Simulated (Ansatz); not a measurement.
# CdTe: pressure against volume

An exercise on one series of results from a longer session: the logs are not shown, and one member is left open.

Method: DFT PBEsol, scalar-relativistic, in Ansatz 0.2.0.

### The system as given

It takes space group F-43m (No. 216, cubic). Conventional cell: a = 6.564 Å, b = 6.564 Å, c = 6.564 Å, α = 90.00°, β = 90.00°, γ = 90.00°. Around Cd (site symmetry -43m) lie 4 Te at 2.84 Å. Te (site symmetry -43m) has 4 Cd at 2.84 Å as nearest neighbours.

As a file:

```cif
data_structure
_symmetry_space_group_name_H-M 'P 1'
_symmetry_Int_Tables_number 1
_cell_length_a 4.6416
_cell_length_b 4.6416
_cell_length_c 4.6416
_cell_angle_alpha 60.000
_cell_angle_beta 60.000
_cell_angle_gamma 60.000
_cell_volume 70.71
loop_
_atom_site_label
_atom_site_type_symbol
_atom_site_fract_x
_atom_site_fract_y
_atom_site_fract_z
_atom_site_occupancy
Cd1 Cd 0.00000 0.00000 0.00000 1
Te1 Te 0.75000 0.75000 0.75000 1
```

Structure from a Materials Project entry, not relaxed further.

Atoms are numbered in the order of the input: Cd1, Te2.

Set-up of the first run:

Input file input.yaml:

```yaml
crystal:
  lattice:
    - [0.0, 3.2156828013, 3.2156828013]
    - [3.2156828013, 0.0, 3.2156828013]
    - [3.2156828013, 3.2156828013, 0.0]
  atoms:
    - { symbol: Cd, position: [0.0, 0.0, 0.0] }
    - { symbol: Te, position: [0.75, 0.75, 0.75] }
kpoints:
  mp_grid: { grid: [7, 7, 7] }
scf:
  occupations: { method: fermi_dirac, width: 0.01 }
hamiltonian:
  xc: pbesol
  pseudopotentials: { kind: all_electron, lapw: { basis_error: 0.0005 } }
output:
  forces: true
  stress: true
  eigenvalues: true
```

Among the steps run: Volume × 0.9405, LAPW; Volume × 0.9405, PAW; Volume × 0.9405, crystal datasets; Volume × 0.98, LAPW; Volume × 0.98, PAW; Volume × 1.02, LAPW; Volume × 1.02, PAW; Volume × 1.06, LAPW; Volume × 1.06, PAW; Volume × 1.06, crystal datasets.

One of the session's tables, all rows but one given; the rest of the session is left out.

| method | volume (Å³/atom) | gap on the k mesh (eV) |
| --- | --- | --- |
| LAPW | 33.252 | 0.73 |
| LAPW | 34.649 | 0.61 |
| LAPW | 35.356 | 0.55 |
| LAPW | 36.063 | 0.49 |
| LAPW | 37.477 | 0.39 |
| PAW | 33.252 | 0.73 |
| PAW | 34.649 | 0.61 |
| PAW | 35.356 | 0.55 |
| PAW | 36.063 | 0.49 |
| PAW | 37.477 | ? |
| crystal datasets | 33.252 | 0.73 |
| crystal datasets | 35.356 | 0.55 |
| crystal datasets | 37.477 | 0.39 |

**Question.** Estimate the row for PAW, 37.477.

**Answer.** gap on the k mesh (eV): 0.38. In the column «gap on the k mesh (eV)» it is the lowest.

Limits of these values: Warnings in the runs' records: gradients without spin orbit, crystal datasets made.
